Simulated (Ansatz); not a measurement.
**Clamped-ion strain scan in Mo**

These are results of Ansatz 0.2.0, DFT PBEsol, scalar-relativistic, plane waves, PAW, not measurements. Settings: plane waves to 420 eV, k-mesh 26×26×26 (Γ-centred), Gaussian smearing 0.15 eV. No spin polarisation. Energies are free energies at this smearing, counted from the undisturbed cell; pressure is positive in compression.

Zero of the scan (relaxed at this level; with this scan's settings it stands at 0.1 GPa):

```
CELL_PARAMETERS angstrom
-1.56465 1.56465 1.56465
1.56465 -1.56465 1.56465
1.56465 1.56465 -1.56465
ATOMIC_POSITIONS crystal
Mo 0.00000 0.00000 0.00000
```

The cell is strained by ε times the Voigt pattern (0, 0, 0, 0, 1, 0) (xx, yy, zz, yz, xz, xy; engineering shear) with fractional coordinates fixed. The cell is metallic on the mesh throughout.

```tsv
ε	ΔE (meV/atom)	stress summed along the pattern (GPa, tension positive)	pressure (GPa)
-0.0200	?	-2.13	?
-0.0100	0.5	-1.06	0.1
0.0000	0.0	0.00	0.1
0.0025	0.0	0.26	0.1
0.0050	0.1	0.53	0.1
0.0075	0.3	0.79	0.1
0.0125	0.8	?	?
0.0150	1.1	1.59	0.1
0.0175	1.5	1.86	0.2
```

By symmetry 0.0200 repeats -0.0200, -0.0150 repeats 0.0150, 0.0100 repeats -0.0100, -0.0050 repeats 0.0050 in energy, with the opposite slope along the path.

(1) Give the withheld values.

Results:

(1) ΔE (meV/atom) at ε = -0.0200: 2.0; pressure (GPa) at ε = -0.0200: 0.2; stress summed along the pattern (GPa, tension positive) at ε = 0.0125: 1.32; pressure (GPa) at ε = 0.0125: 0.1.